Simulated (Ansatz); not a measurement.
Runs of Ansatz 0.2.0 on Sn. The structure is cubic, space group Im-3m (No. 229). Conventional cell: a = 3.789 Å, b = 3.789 Å, c = 3.789 Å, α = 90.00°, β = 90.00°, γ = 90.00°. Sn (site symmetry m-3m) has 8 Sn at 3.28 Å as nearest neighbours. This isn't the form of Sn at room conditions, which is tetragonal (white tin).

```tsv
level	spin	fixed moment (μB)	smearing	gap on the mesh (eV)	pressure (GPa)
PBE	off	-	gaussian 0.1 eV	none	0.6
LDA	off	-	gaussian 0.02 eV	none	-3.4
BLYP+D3(BJ)	collinear, ferromagnetic start	1	gaussian 0.05 eV	-	(a)
PBE	off	-	gaussian 0.02 eV	none	0.7
```

Alike in all rows: task single point; potentials or basis Ansatz PAW; cell as given; k mesh 10 × 10 × 10; cutoff (eV) 420.

Fill in the values left out.

(a) 4.3.

Caveats: the PAW data sets come from PBE, with cores solved anew for the run's functional, which leaves a small shift of forces and pressure (some runs); the total moment is fixed, so each spin has its own Fermi level (some runs); the thresholds are loose for stress (some runs).

A k mesh can miss the band edges, and the runs leave out spin-orbit coupling on Sn.

A gap of «none» marks a metal or a gap under the smearing width.
